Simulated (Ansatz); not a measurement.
Calculation for HfC (zincblende type): DFT, PBE, PAW with Ansatz's default frozen-core files, scalar-relativistic (Ansatz 0.2.0). This run: zincblende relaxed under pressure.

The start is a guessed cell of a prototype that needn't be stable.

Command: `ansatz run input.yaml --threads 1 --pin off --max-ram 3584MiB --backend cpu --events-out ev --progress --plain --runs-dir out` It took 38 s on 1 thread of Intel(R) Xeon(R) 6975P-C (Granite Rapids), with other jobs on the host, peak memory 0.4 GiB.

```yaml
crystal:
  lattice:
    - [0.0, 2.3131978263, 2.3131978263]
    - [2.3131978263, 0.0, 2.3131978263]
    - [2.3131978263, 2.3131978263, 0.0]
  atoms:
    - { symbol: Hf, position: [0.0, 0.0, 0.0] }
    - { symbol: C, position: [0.25, 0.25, 0.25] }
kpoints:
  mp_grid: { grid: [14, 14, 14] }
scf:
  occupations: { method: fermi_dirac, width: 0.1 }
hamiltonian:
  xc: pbe
  pseudopotentials: { kind: paw }
output:
  forces: true
  stress: true
  eigenvalues: true
  write_density: true
  write_potential: true
  elf: true
  volumetric_format: npy
relax:
  f_tol: 0.005
  max_steps: 40
  cell: { p_target: 47.0, stress_tol: 0.03 }
```

Output:

```
Engine: ansatz 0.2.0
Pseudopotentials: kind: paw
Pseudopotential: Hf, paw, valence charge 26, recommended cutoff 420 eV (normal), Hf.paw.azcp
Pseudopotential: C, paw, valence charge 4, recommended cutoff 420 eV (normal), C.paw.azcp
Functional definition: PBE
  parameter kappa = 0.804
  parameter beta = 0.06672455060314922
  exchange = pbe_x(kappa = kappa, mu = beta*pi^2/3)
  correlation = pbe_c(beta = beta)
Crystal: 2 atoms, lattice volume = 24.755 Å³
Basis set: ecut = 420 eV, 531 PW (Γ), exchange–correlation on 48×48×48 points (8 copies of the dense FFT grid, shifted against one another)
Bands: 19, of which v1, the nominal top of the filled ones, is band 15 counted from 1 (14 counted from 0)
Symmetry: 24 space group operations
Space group: F-43m (ITA 216), of the structure as read, at distance tolerance 2.9e-5 Å
k-points: 104 of 2744 (time reversal used)
Non-local potential: Hf, projectors of the file, l = 0: 3, l = 1: 2, l = 2: 2, l = 3: 3
Non-local potential: C, projectors of the file, l = 0: 2, l = 1: 2, l = 2: 1
PAW form: soft (Blöchl's): semilocal exchange-correlation on the pseudo side does not see the compensation charge
PAW one-centre angular grid: Hf, 590 points (default); XC on 64 Gauss nodes
PAW one-centre angular grid: C, 110 points (default); XC on 64 Gauss nodes
Initial density: superposition of atomic densities (neutral atoms: chi_scale 0, normalization atom), corrected by the library's trained network
Initial wavefunctions: pseudopotential atomic-orbital guess
Functional: x = pbe(κ = 0.804, μ = 0.2195149727645171), c = pbe(β = 0.06672455060314922)
SCF iter   1: F=—  HF=-15971.705877 eV  |F-HF|=—  |Δ(HF+E_count)|=         —  Δρ=1.92e-2  dr2=1.33e-1  ethr=1.77e-3  ⟨swp⟩=5.2  Hψ=8627  notcnv=0
preconditioner: auto → none  [insulator: Δε(μ)=0.389 eV  Ē_g=18.108 eV  σ=0.100 eV  W_gap=0.75  n_scr=14 (ndim 8)  ℏωp=39.5 eV  f_vac=0.000  D(μ)=0.13/eV (n_scr^D=0)  ε∞_Penn≈5.8]
SCF iter   2: F=—  HF=-15971.676751 eV  |F-HF|=—  |Δ(HF+E_count)|=   2.91e-2  Δρ=4.73e-3  dr2=8.22e-3  ethr=4.42e-4  ⟨swp⟩=2.0  Hψ=3123  notcnv=0
SCF iter   3: F=—  HF=-15971.675129 eV  |F-HF|=—  |Δ(HF+E_count)|=   1.62e-3  Δρ=6.99e-4  dr2=4.56e-5  ethr=2.74e-5  ⟨swp⟩=2.0  Hψ=2387  notcnv=0
SCF iter   4: F=—  HF=-15971.675130 eV  |F-HF|=—  |Δ(HF+E_count)|=   1.55e-6  Δρ=2.85e-4  dr2=1.10e-5  ethr=1.52e-7  ⟨swp⟩=2.2  Hψ=3625  notcnv=0
SCF iter   5: F=—  HF=-15971.675127 eV  |F-HF|=—  |Δ(HF+E_count)|=   3.14e-6  Δρ=6.62e-5  dr2=4.99e-7  ethr=3.66e-8  ⟨swp⟩=2.0  Hψ=3549  notcnv=0
SCF iter   6: F=-15971.675127 eV  HF=-15971.675127 eV  |F-HF|=5.05e-8  |Δ(HF+E_count)|=   3.34e-7  Δρ=1.55e-5  dr2=4.81e-8  ethr=3.33e-10  ⟨swp⟩=11.1  Hψ=17814  notcnv=0
SCF 1 converged in 6 iterations: F = -15971.675127 eV  dr2 = 4.81e-8
  Residual-converged pass: ⟨swp⟩=1.0  Hψ=2393  notcnv=0  max |occ|·‖R‖ = 7.0e-9 eV (tolerance 1.0e-8 eV)  dr2=4.81e-8  dr2_onsite=2.12e-8  max |Δocc| = 5.5e-11
  greatest PAW one-centre occupation: 0.998 electrons in one spin orbital (limit 2), on the Hf atom at site 0 (counted from 0), in its partial waves of l = 0
relax step   1: F+E_penalty+E_count = -15971.67512740 eV  Δ(F+E_penalty+E_count) = +0.000e0 eV  max|allowed force component| = 5.181e-16 eV/Å  Δτ_max = 0.0000 Å  P = +63.704 GPa  Ω = 24.755 Å³  (6 SCF iters, dr2 threshold 1.00e-7 eV, accepted)
Crystal: 2 atoms, lattice volume = 26.427 Å³
Initial density: handed on by an earlier stage of this run
Initial wavefunctions: those handed on with the density
iter 1 solved again at ethr=2.57e-4 eV; its pass at ethr=3.10e-3 eV (dr2=7.72e-2 eV) is discarded
SCF iter   1: F=—  HF=-15972.238513 eV  |F-HF|=—  |Δ(HF+E_count)|=         —  Δρ=1.53e-2  dr2=7.89e-2  ethr=2.57e-4  ⟨swp⟩=1.0  Hψ=12125  notcnv=0
preconditioner: auto → Kerker (q_TF=auto, 2.787 Å⁻¹)  [metal: Δε(μ)=0.109 eV  Ē_g=17.948 eV  σ=0.100 eV  W_gap=0.26  n_scr=14 (ndim 8)  ℏωp=38.2 eV  f_vac=0.000  D(μ)=0.48/eV (n_scr^D=0)]
SCF iter   2: F=—  HF=-15972.222390 eV  |F-HF|=—  |Δ(HF+E_count)|=   1.61e-2  Δρ=4.50e-3  dr2=7.17e-3  ethr=2.57e-4  ⟨swp⟩=2.0  Hψ=2688  notcnv=0
preconditioner: auto → none  [insulator: Δε(μ)=0.223 eV  Ē_g=17.875 eV  σ=0.100 eV  W_gap=0.50  n_scr=14 (ndim 8)  ℏωp=38.2 eV  f_vac=0.000  D(μ)=0.35/eV (n_scr^D=0)  ε∞_Penn≈5.6]
SCF iter   3: F=—  HF=-15972.221215 eV  |F-HF|=—  |Δ(HF+E_count)|=   1.17e-3  Δρ=1.57e-3  dr2=3.68e-4  ethr=2.39e-5  ⟨swp⟩=2.0  Hψ=3203  notcnv=0
SCF iter   4: F=—  HF=-15972.220690 eV  |F-HF|=—  |Δ(HF+E_count)|=   5.25e-4  Δρ=7.79e-4  dr2=1.33e-4  ethr=1.23e-6  ⟨swp⟩=2.0  Hψ=3582  notcnv=0
SCF iter   5: F=—  HF=-15972.220745 eV  |F-HF|=—  |Δ(HF+E_count)|=   5.51e-5  Δρ=1.12e-4  dr2=1.48e-6  ethr=4.43e-7  ⟨swp⟩=2.0  Hψ=3552  notcnv=0
SCF iter   6: F=-15972.220741 eV  HF=-15972.220741 eV  |F-HF|=1.78e-8  |Δ(HF+E_count)|=   4.28e-6  Δρ=1.36e-5  dr2=2.02e-8  ethr=6.67e-10  ⟨swp⟩=11.9  Hψ=20160  notcnv=0
SCF 2 converged in 6 iterations: F = -15972.220741 eV  dr2 = 2.02e-8
relax step   2: F+E_penalty+E_count = -15972.22074121 eV  Δ(F+E_penalty+E_count) = -5.456e-1 eV  max|allowed force component| = 5.829e-16 eV/Å  Δτ_max = 0.0000 Å  P = +42.372 GPa  Ω = 26.427 Å³  energy of the carried Pulay correction = -3.030e-3 eV  (6 SCF iters, dr2 threshold 2.00e-7 eV, accepted)
Crystal: 2 atoms, lattice volume = 26.045 Å³
iter 1 solved again at ethr=1.23e-5 eV; its pass at ethr=3.10e-3 eV (dr2=3.69e-3 eV) is discarded
SCF iter   1: F=—  HF=-15972.116141 eV  |F-HF|=—  |Δ(HF+E_count)|=         —  Δρ=3.25e-3  dr2=3.46e-3  ethr=1.23e-5  ⟨swp⟩=2.1  Hψ=10997  notcnv=0
preconditioner: auto → none  [insulator: Δε(μ)=0.273 eV  Ē_g=17.929 eV  σ=0.100 eV  W_gap=0.59  n_scr=14 (ndim 8)  ℏωp=38.5 eV  f_vac=0.000  D(μ)=0.27/eV (n_scr^D=0)  ε∞_Penn≈5.6]
SCF iter   2: F=—  HF=-15972.115380 eV  |F-HF|=—  |Δ(HF+E_count)|=   7.62e-4  Δρ=9.36e-4  dr2=2.60e-4  ethr=1.15e-5  ⟨swp⟩=2.0  Hψ=2345  notcnv=0
SCF iter   3: F=—  HF=-15972.115329 eV  |F-HF|=—  |Δ(HF+E_count)|=   5.08e-5  Δρ=1.35e-4  dr2=2.38e-6  ethr=8.68e-7  ⟨swp⟩=2.0  Hψ=2489  notcnv=0
SCF iter   4: F=—  HF=-15972.115331 eV  |F-HF|=—  |Δ(HF+E_count)|=   1.63e-6  Δρ=2.28e-5  dr2=1.40e-7  ethr=7.92e-9  ⟨swp⟩=2.1  Hψ=3483  notcnv=0
[... lines left out ...]
iter 4 did not close the SCF: its close was put off for the readings that it lacked (scf_convergence_deferred on its scf_iter line)
SCF iter   4: F=-15972.116054 eV  HF=-15972.116054 eV  |F-HF|=5.46e-12  |Δ(HF+E_count)|=  2.36e-11  Δρ=5.36e-8  dr2=3.87e-13  ethr=1.00e-12  ⟨swp⟩=1.0  Hψ=1976  notcnv=0
iter 5 did not close the SCF: its close was put off for the readings that it lacked (scf_convergence_deferred on its scf_iter line)
SCF iter   5: F=-15972.116054 eV  HF=-15972.116054 eV  |F-HF|=1.82e-12  |Δ(HF+E_count)|=  5.46e-12  Δρ=1.10e-8  dr2=9.53e-15  ethr=1.00e-12  ⟨swp⟩=1.0  Hψ=1976  notcnv=0
iter 6 did not close the SCF: its close was put off for the readings that it lacked (scf_convergence_deferred on its scf_iter line)
SCF iter   6: F=-15972.116054 eV  HF=-15972.116054 eV  |F-HF|=1.82e-12  |Δ(HF+E_count)|=    0.00e0  Δρ=4.92e-9  dr2=3.37e-15  ethr=1.00e-12  ⟨swp⟩=1.0  Hψ=1976  notcnv=0
SCF iter   7: F=-15972.116054 eV  HF=-15972.116054 eV  |F-HF|=3.64e-12  |Δ(HF+E_count)|=  3.64e-12  Δρ=1.04e-9  dr2=8.69e-17  ethr=1.00e-12  ⟨swp⟩=3.2  Hψ=7012  notcnv=0
SCF 7 converged in 7 iterations: F = -15972.116054 eV  dr2 = 8.69e-17
relax step   7: F+E_penalty+E_count = -15972.11605396 eV  Δ(F+E_penalty+E_count) = -2.067e-5 eV  max|allowed force component| = 4.857e-16 eV/Å  Δτ_max = 0.0000 Å  P = +47.001 GPa  Ω = 26.038 Å³  stress off target by 1.14e-3 GPa  SCF on the basis re-selected at this cell (its energy is not comparable with the rows above)  (7 SCF iters)
basis re-selected at this cell: Δ(F+E_penalty+E_count) = -2.067e-5 eV, ΔP = +0.000 GPa vs the last step (what re-selecting the basis moved, of the pressure what is left beyond the Pulay correction that the steps carried, after the strain that the cell walked since its last selection, with what the two solves' SCF thresholds leave and, on support functions, any second-order correction that the steps lacked; it is no measure of the basis error at this ecutwfc). This SCF's stress stands 1.14e-3 GPa from its target on what of the cell is left free (relax.cell.stress_tol is 3.00e-2 GPa) and its largest allowed force component is 4.86e-16 eV/Å (relax.f_tol is 5.00e-3 eV/Å): within both
SCF converged after 7 iterations
Free energy (F): -15972.116054 eV
Harris-Foulkes:  -15972.116054 eV  (|F-HF|=3.64e-12)
Internal energy: -15972.104278 eV  (E = F + TS)
E sigma→0 (E₀):  -15972.110166 eV
Entropy (-TS):   -0.011776 eV (-5.888 meV/atom)
Fermi energy:    19.009774 eV
--- Per-component energies (eV) ---
  E_band       = 91.668303
  E_kinetic    = 526.904276
  E_local      = -5285.530265  (includes V_loc(G=0)·N_el)
  E_nonlocal   = -1213.622151
  E_hartree    = 2494.125091
  E_xc         = -352.996866
  E_vxc        = -332.107451  (∫ρ·V_xc dr)
  E_paw        = -7030.632565  (= ΣΔE_a)
  E_vpaw       = 1407.773704  (= ΣTr[D̂ρ^β])
  E_aug_tail   = 0.000007  (compensation charges beyond the density's cutoff)
  E_ewald      = -5110.351806
  E_smearing   = -0.011776  (= −TS)
  E_closure    = 0.000000  (closes the sum)
  Σ components = -15972.116054   (vs F -15972.116054, Δ=0.00e0)
--- Forces (eV/Å), atoms counted from 1 ---
  atom   1  Hf    -0.00000000    -0.00000000    -0.00000000
  atom   2  C      0.00000000     0.00000000     0.00000000
  max |Σ_I F_I| component: 3.79e-16 eV/Å
--- Stress (GPa, compression-positive) ---
       47.001137       0.000000      -0.000000
        0.000000      47.001137       0.000000
       -0.000000       0.000000      47.001137
  P = ⅓ Tr σ = 47.0011 GPa (470.011 kbar)
--- Band table (eV; the first three rows and the last of 104) ---
  k-point 0: bands = ["-41.5284", "-10.1530", "-10.1530", "-10.1530", "7.0024", "8.5367", "8.5367", "8.5367", "8.6271", "8.6271", "8.6271", "8.7908", "15.8160", "15.8160", "15.8160", "22.9310", "22.9310", "23.0279", "29.2664"]
  k-point 1: bands = ["-41.5265", "-10.1907", "-10.1581", "-10.1581", "7.0998", "8.5369", "8.5385", "8.5385", "8.6238", "8.6238", "8.6272", "8.8121", "15.7012", "15.8739", "15.8739", "22.8231", "22.8231", "23.2916", "29.0799"]
  k-point 2: bands = ["-41.5212", "-10.2948", "-10.1723", "-10.1723", "7.3600", "8.5378", "8.5434", "8.5434", "8.6150", "8.6150", "8.6275", "8.8821", "15.4415", "16.0284", "16.0284", "22.6036", "22.6036", "23.9418", "28.7222"]
  k-point 103: bands = ["-41.4767", "-10.7034", "-10.5520", "-10.4198", "8.4684", "8.5280", "8.5572", "8.5754", "8.5884", "8.5893", "8.5916", "10.3999", "15.0965", "16.8388", "18.6713", "19.2574", "22.9561", "25.0161", "26.6236"]
--- Relaxed structure (5 steps of the walk, 5 accepted, 2 SCFs on fresh bases) ---
  F+E_penalty+E_count = -15972.11605396 eV   max|allowed force component| = 4.857e-16 eV/Å   (the final SCF, on the basis selected at the relaxed cell)
  cell:  # Å, volume = 26.0380 Å³
    - [9.591188254664965e-33, 2.3524803234650347, 2.3524803234650347]
    - [2.3524803234650347, 1.2751141789630793e-32, 2.3524803234650347]
    - [2.3524803234650347, 2.3524803234650347, 1.1107088157141826e-32]
  atoms:
    - { symbol: Hf, position: [-2.2896041518145606e-33, 2.095334708630295e-33, 2.955670814160615e-33] }
    - { symbol: C, position: [0.25, 0.25, 0.25] }
```

Spin–orbit coupling is left out, which matters for the heavy atoms.
